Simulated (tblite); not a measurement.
# C3H6FO4S: the cost of one run

Computed with tblite 0.8.0 and PySCF 2.14.0; each step states its level. No surroundings beyond the atoms listed, unless a continuum is named. Atoms count from 0, parts from 1.

## Step 1: The system as given

15 atoms, charge -1, multiplicity 1; geometry: rigid parts in contact. Parts: 1 = atoms 0–4, `O=S(=O)([O-])F`, charge -1; 2 = atoms 5–14, `CC(C)=O`, charge 0.

## Step 2: Search for minima with GFN2-xTB

The job: settings as JSON, then the geometry in Å.

```
{"job": {"kind": "dock", "xc": "GFN2-xTB", "basis": "xTB"}, "charge": -1, "multiplicity": 1, "parts": [{"atoms": "0-4", "charge": -1, "multiplicity": 1}, {"atoms": "5-14", "charge": 0, "multiplicity": 1}]}
O      1.352084     0.489631    -0.374944
S      0.103160    -0.125997     0.006626
O     -0.004528    -0.526502     1.389546
O     -0.471909    -1.033501    -0.957804
F     -0.978807     1.196370    -0.063424
C      1.481995    -2.311484     3.336160
C      1.243491    -3.070217     2.053690
C      1.997643    -2.530657     0.863447
O      0.514338    -4.025284     1.986273
H      0.966748    -1.353857     3.279415
H      2.542635    -2.118273     3.474842
H      1.090019    -2.869392     4.182256
H      1.903441    -1.449292     0.808556
H      1.631830    -2.983929    -0.053905
H      3.052812    -2.773000     0.978668
```

Method: GFN2-xTB search for minima from random contacts, gas phase.

Command:

```sh
> OMP_NUM_THREADS=1 python cluster_run.py task.json out
```

One launch serves the whole session: the jobs run in the order shown.

Q: Estimate the wall time of this first job on 1 thread of Arm Neoverse N1, shared host.

About 5.3 s.
